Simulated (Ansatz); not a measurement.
# Sb under changes of volume

One of the cells (26.654 Å³/atom); the others are scaled copies at fixed shape and fractional positions:

```
CELL_PARAMETERS angstrom
3.35453 0.00000 0.00000
-1.67727 2.90511 0.00000
0.00000 0.00000 5.47016
ATOMIC_POSITIONS crystal
Sb 0.66667 0.33333 0.75000
Sb 0.33333 0.66667 0.25000
```

This isn't the form of Sb at room conditions, which is rhombohedral.

```yaml
Program: Ansatz 0.2.0
Functional: PBE0
Potentials_or_basis: Ansatz PAW
Cutoff: "420 eV (not typed: the program's choice for these potentials)"
k_mesh: 4 × 4 × 4
Occupations: fermi-dirac, width 0.05 eV
Spin: no spin polarisation
```

| volume (Å³/atom) | energy over the lowest point (meV/atom) | pressure (GPa) |
| --- | --- | --- |
| 25.055 | 7.39 | 2.9 |
| 25.588 | 0.87 | 1.1 |
| 26.121 | 0.00 | -0.5 |
| 26.654 | 4.19 | -1.9 |
| 27.187 | ? | ? |
| 27.720 | 25.55 | -4.4 |
| 28.253 | 36.00 | -5.1 |

**Question.** What does the run at 27.187 Å³/atom give?

**Answer.** Energy over the lowest point 12.86 meV/atom; pressure -3.2 GPa.

Worked out: A Birch-Murnaghan fit of order 3 (a polynomial in V^(-2/3)) to the other rows has its minimum at 25.86 Å³/atom with B0 = V·E''(V) = 91 GPa (rough, since the energies scatter) at fixed shape and positions, which overstates the stiffness. It gives 13.81 meV/atom at 27.187 Å³/atom, against the run's 12.86, and -dE/dV = -3.0 GPa, against -3.2.

Energies are extrapolated to zero smearing.

Caveats: all runs use coarse meshes; the PAW data sets come from PBE, with cores solved anew for the run's functional, which leaves a small shift of forces and pressure; the thresholds are loose for stress.
